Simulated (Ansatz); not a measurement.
Set up this calculation in Ansatz 0.2.0, as the native input.

```yaml
Task: relaxation of cell and atoms
Functional: PBEsol
Potentials_or_basis: Ansatz PAW
Cutoff: "420 eV (not typed: the program's choice for these potentials)"
k_mesh: 12 × 12 × 4
Occupations: fermi-dirac, width 0.05 eV
Spin: no spin polarisation
```

Crystal: Zn.

```
Zn
1.0
     2.26817   -1.30849    0.00000
     2.26817    1.30849    0.00000
    -1.59172    0.00000    7.30041
Zn
3
Direct
  0.77802 0.77802 0.33450
  0.22198 0.22198 0.66550
  0.00000 0.00000 0.00000
```

This isn't the form of Zn at room conditions, which is hcp.

These files were run (other wordings do the same):

input.yaml

```yaml
crystal:
  lattice:
    - [2.2681701736, -1.30848701, 0.0]
    - [2.2681701736, 1.30848701, 0.0]
    - [-1.5917165425, 0.0, 7.3004081919]
  atoms:
    - { symbol: Zn, position: [0.77801786, 0.77801786, 0.33450498] }
    - { symbol: Zn, position: [0.22198214, 0.22198214, 0.66549502] }
    - { symbol: Zn, position: [0.0, 0.0, 0.0] }
hamiltonian:
  xc: pbesol
  pseudopotentials: { kind: paw }
kpoints:
  mp_grid: { grid: [12, 12, 4] }
scf:
  occupations: { method: fermi_dirac, width: 0.05 }
output:
  forces: true
  stress: true
  eigenvalues: true
  write_density: true
  write_potential: true
  elf: true
  volumetric_format: npy
relax:
  f_tol: 0.01
  max_steps: 40
  cell: { stress_tol: 0.05 }
```

Potentials or basis: Ansatz PAW.

Command:

```sh
$ ansatz run input.yaml --threads 2 --pin off --max-ram 5632MiB --backend cpu --events-out ev --progress --plain --runs-dir out
```

Results of the run:

- Relaxed volume: 14.45 Å³/atom
- Relaxed cell: a = 2.572 Å, b = 2.572 Å, c = 7.715 Å, α = 99.58°, β = 99.58°, γ = 59.95°
- Space group after relaxing (to 0.05 Å): R-3m (No. 166)
- Energy gained by relaxing: 10.5 meV/atom
- Ionic steps: 8
- Pressure after relaxing: 0.0 GPa
- Band gap on the k mesh: none (metal or under the smearing width)

Caveat: the plane-wave basis is chosen anew once the cell has moved, so the energies of steps on either side of that aren't comparable; the PAW data sets come from PBE, with cores solved anew for the run's functional, which leaves a small shift of forces and pressure.

Wall time 14 s on 2 threads of AMD EPYC 9R45 96-Core Processor (Zen 5), with other jobs on the host, peak memory 0.5 GiB.
